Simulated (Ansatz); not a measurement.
# Al3N: the cost of one run

Method: DFT PBE, scalar-relativistic, plane waves, PAW, in Ansatz 0.2.0.

4 further runs of the same task are left out: 4 set aside as unsound or not needed.

**1. The structure to begin with**

The structure is cubic, space group Fm-3m (No. 225). Conventional cell: a = 4.040 Å, b = 4.040 Å, c = 4.040 Å, α = 90.00°, β = 90.00°, γ = 90.00°. Al (site symmetry m-3m) has 12 Al at 2.86 Å as nearest neighbours.

Structure file:

```cif
data_structure
_symmetry_space_group_name_H-M 'P 1'
_symmetry_Int_Tables_number 1
_cell_length_a 2.8568
_cell_length_b 2.8568
_cell_length_c 2.8568
_cell_angle_alpha 60.000
_cell_angle_beta 60.000
_cell_angle_gamma 60.000
_cell_volume 16.49
loop_
_atom_site_label
_atom_site_type_symbol
_atom_site_fract_x
_atom_site_fract_y
_atom_site_fract_z
_atom_site_occupancy
Al1 Al 0.00000 0.00000 0.00000 1
```

This cell was relaxed beforehand with the same method: volume 16.49 Å³/atom, gap on the mesh none (metal).

**3. The grid**

Atoms count from 1 in the order of the input.

N is moved over the surface cell; relaxed at each place: the height of the adsorbate's atoms; substrate rigid; the origin of the map has the adsorbate above Al3.

The axes are (1) position of N4 along the first surface vector, from above Al3: 6 values from 0.000 to 0.833, periodic; (2) position of N4 along the second surface vector, from above Al3: 6 values from 0.000 to 0.833, periodic.

Relaxed at each point: the height of the adsorbate's atoms; substrate rigid. Points are written as (first, second).

The two vectors of the plane (Å): (2.857, 0.000, 0.000); (-1.428, 2.474, 0.000).

(The set-up runs are not shown.)

**4. Point (0/6, 0/6) of the map's two axes**

input.yaml reads:

```yaml
crystal:
  lattice:
    - [2.8567582919, 0.0, 0.0]
    - [-1.428379146, 2.4740252533, 0.0]
    - [0.0, 0.0, 20.1013781961]
  atoms:
    - { symbol: Al, position: [0.6666666667, 0.3333333333, 0.1989913309] }
    - { symbol: Al, position: [0.3333333333, 0.6666666667, 0.3134471576] }
    - { symbol: Al, position: [0.0, 0.0, 0.4278999237] }
    - { symbol: "N", position: [0.0, 0.0, 0.5234157625] }
basis:
  ecutwfc: 420
kpoints:
  mp_grid: { grid: [9, 9, 1] }
hamiltonian:
  xc: pbe
  pseudopotentials: { kind: paw, azcp: { folder: soft_1 } }
scf:
  occupations: { method: gaussian, width: 0.1 }
output:
  forces: true
  eigenvalues: true
relax:
  adjacent_minimum: "off"
  f_tol: 0.025
  max_steps: 16
  constraints: [{ sites: [0, 1, 2] }, { sites: [3], fix: xy }]
efield:
  axis: 3
  dipole_correction: true
  ramp_width: 0.04
```

Started as:

```
ansatz run input.yaml --threads 1 --pin off --max-ram 3072MiB --backend cpu --events-out ev --progress --plain --runs-dir out
```

Q: Estimate wall time and peak memory on 1 thread of Intel Xeon Platinum 8175M at 2.50GHz (Skylake/Cascade Lake), shared host.

About 15 s, with a peak of 0.35 GiB.
